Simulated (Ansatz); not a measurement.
# Se: the cost of one run

Program: Ansatz 0.2.0. Level of theory: DFT PBEsol, scalar-relativistic, plane waves, PAW. These are calculated values, not measurements.

2 further runs of the same task are left out: 1 that didn't finish, 1 set aside as unsound or not needed.

### 1 The system as given

It takes space group P3_221 (No. 154, trigonal). The conventional cell has a = 4.355 Å, b = 4.355 Å, c = 4.949 Å, α = 90.00°, β = 90.00°, γ = 120.00°. Around Se (site symmetry 2) lie 2 Se at 2.32 Å.

Coordinates:

```cif
data_structure
_symmetry_space_group_name_H-M 'P 1'
_symmetry_Int_Tables_number 1
_cell_length_a 4.3552
_cell_length_b 4.3552
_cell_length_c 4.9494
_cell_angle_alpha 90.000
_cell_angle_beta 90.000
_cell_angle_gamma 120.000
_cell_volume 81.30
loop_
_atom_site_label
_atom_site_type_symbol
_atom_site_fract_x
_atom_site_fract_y
_atom_site_fract_z
_atom_site_occupancy
Se1 Se 0.21700 0.00000 0.16667 1
Se2 Se 0.00000 0.21700 0.83333 1
Se3 Se 0.78300 0.78300 0.50000 1
```

The structure comes from the Crystallography Open Database.

### 2 A distortion that keeps the symmetry

What differs from the listed cell: strain xx, yy, zz, yz, xz, xy = +6.9, +6.9, +0.9, +0.0, +0.0, +0.0 %; atoms moved by 0.10 Å root mean square, at most 0.10 Å.

Contents of input.yaml:

```yaml
crystal:
  lattice:
    - [4.6574620049, 0.0, 0.0]
    - [-2.3287310025, 4.0334804134, 0.0]
    - [0.0, 0.0, 4.9960243245]
  atoms:
    - { symbol: Se, position: [0.1940387821, 0.0, 0.1666666667] }
    - { symbol: Se, position: [0.0, 0.1940387821, 0.8333333333] }
    - { symbol: Se, position: [0.8059612179, 0.8059612179, 0.5] }
basis:
  ecutwfc: 420
kpoints:
  mp_grid: { grid: [9, 9, 6] }
hamiltonian:
  xc: pbesol
scf:
  occupations: { method: gaussian, width: 0.02 }
output:
  forces: true
  stress: true
  eigenvalues: true
```

Launch:

```bash
> ansatz run input.yaml --threads 1 --pin off --max-ram 1331MiB --backend cpu --events-out ev --progress --plain --runs-dir out
```

What time and memory should one allow on 1 thread of an x86-64 CPU, shared host?

About 32 s, with a peak of 0.41 GiB.
